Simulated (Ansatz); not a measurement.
BAs, 2 atoms in the cell. Symmetry: F-43m, No. 216, cubic system. Conventional cell: a = 4.777 Å, b = 4.777 Å, c = 4.777 Å, α = 90.00°, β = 90.00°, γ = 90.00°. As (site symmetry -43m) is surrounded by 4 B at 2.07 Å. B (site symmetry -43m) is surrounded by 4 As at 2.07 Å. 

* Program: Ansatz 0.2.0
* Task: single point
* Functional: HSE06 form with a typed share of exact exchange
* Potentials or basis: Ansatz PAW
* Cutoff: 420 eV (not typed: the program's choice for these potentials)
* k mesh: 5 × 5 × 5
* Occupations: fermi-dirac, width 0.05 eV
* Spin: no spin polarisation
* Screening (1/Å): 0.6
* Share of exact exchange: 0.25

Potentials or basis: Ansatz PAW.

Run with:

```console
$ ansatz run input.yaml --threads 2 --pin off --max-ram 5632MiB --backend cpu --events-out ev --progress --plain --runs-dir out
```

Hardware: 2 threads of Arm Neoverse V2 (shared host).

**Question.** How long does it take, and how much memory?

**Answer.** Wall time 6.8 s on 2 threads of Arm Neoverse V2, with other jobs on the host, peak memory 0.62 GiB. Counts: scf iterations 11, plane waves 531, k points 10, bands 13.
